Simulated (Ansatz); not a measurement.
# BaS (Fm-3m): G0W0 and the treatment of frequencies and band sums

```cif
data_structure
_symmetry_space_group_name_H-M 'P 1'
_symmetry_Int_Tables_number 1
_cell_length_a 4.4689
_cell_length_b 4.4689
_cell_length_c 4.4689
_cell_angle_alpha 60.000
_cell_angle_beta 60.000
_cell_angle_gamma 60.000
_cell_volume 63.11
loop_
_atom_site_label
_atom_site_type_symbol
_atom_site_fract_x
_atom_site_fract_y
_atom_site_fract_z
_atom_site_occupancy
Ba1 Ba 0.00000 0.00000 0.00000 1
S1 S 0.50000 0.50000 0.50000 1
```

Held fixed (Ansatz):

```
orbitals            : PBE
datasets            : hard PAW set made for 700 eV
k mesh              : 4×4×4
response cutoff     : 200 eV
wave cutoff         : 700 eV
spin-orbit coupling : off
```

The gap is read from Γ to k = (0, -0.5, -0.5), linearised, between the Kohn-Sham band edges among the points solved. ε∞ is the electronic dielectric constant on this mesh. Runs with cut sums weigh the q → 0 term analytically. The completed-sum build treats it its own way, which on a coarse mesh shifts the gap as well.

Question: Taking contour deformation, sums cut at 406 empty bands as the reference, which of the others (plasmon pole fitted at 13.22i eV, sums cut at 406 empty bands; contour deformation, 166 empty bands and completed sums (trial build, its own q → 0 term)) gives the gap farthest from it?

Answer: Farthest from contour deformation, sums cut at 406 empty bands in the G0W0 gap: contour deformation, 166 empty bands and completed sums (trial build, its own q → 0 term) (+0.16 eV). The nearest differs by 0.018 eV.

```tsv
treatment	KS gap (eV)	G0W0 gap (eV)	ε∞
contour deformation, sums cut at 406 empty bands	2.15	3.43	4.8
plasmon pole fitted at 13.22i eV, sums cut at 406 empty bands	2.15	3.42	4.8
contour deformation, 166 empty bands and completed sums (trial build, its own q → 0 term)	2.15	3.59	4.8
```

The cell is a model at fixed atoms and needn't be the relaxed known crystal. Points k are given in fractions of the reciprocal vectors. The mesh is coarse, so these are values at the stated settings, not converged ones. Band sums or response are cut, so the gap isn't at its basis limit. The gap is read on the mesh, and the crystal's band edges can lie off it. Meshes this coarse can overestimate the dielectric constant by a tenth and more.
